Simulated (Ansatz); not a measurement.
A 4-atom cell of LiCl (P6_3mc) from a materials database (r2SCAN geometry), in Ansatz:

```cif
data_structure
_symmetry_space_group_name_H-M 'P 1'
_symmetry_Int_Tables_number 1
_cell_length_a 3.8937
_cell_length_b 3.8937
_cell_length_c 6.2259
_cell_angle_alpha 90.000
_cell_angle_beta 90.000
_cell_angle_gamma 120.000
_cell_volume 81.75
loop_
_atom_site_label
_atom_site_type_symbol
_atom_site_fract_x
_atom_site_fract_y
_atom_site_fract_z
_atom_site_occupancy
Li1 Li 0.66667 0.33333 0.87808 1
Li2 Li 0.33333 0.66667 0.37808 1
Cl1 Cl 0.66667 0.33333 0.49692 1
Cl2 Cl 0.33333 0.66667 0.99692 1
```

G0W0@r2SCAN with 307 empty bands, a screening cutoff of 140 eV and a 6×6×2 mesh (PAW, contour deformation) gives 9.089 eV over the mesh points, from an r2SCAN gap of 6.685 eV; it sums over 317 bands with 313 plane waves in the screening and a wave cutoff of 500 eV. No extrapolation in bands, cutoff or mesh was made for G0W0. The values are computed, spin-unpolarised, and not measurements.

(1) Estimate the gap with empty bands 564, screening cutoff 210 eV.

(2) Estimate the gap with frequency model Godby-Needs pole.

(3) Another run gave a Kohn-Sham gap of 5.597 eV and a G0W0 gap of 8.535 eV, summing over 317 bands with 313 plane waves in the screening and a wave cutoff of 420 eV. What was changed?

## Answers

(1) 9.193 eV (+0.104 eV), from a Kohn-Sham gap of 6.685 eV.

(2) 9.037 eV (-0.052 eV), from a Kohn-Sham gap of 6.685 eV.

(3) Starting point LDA, with them a wave cutoff of 420 eV. The Kohn-Sham gap has moved while bands and screening basis stay; the higher wave cutoff is that of a meta-GGA.
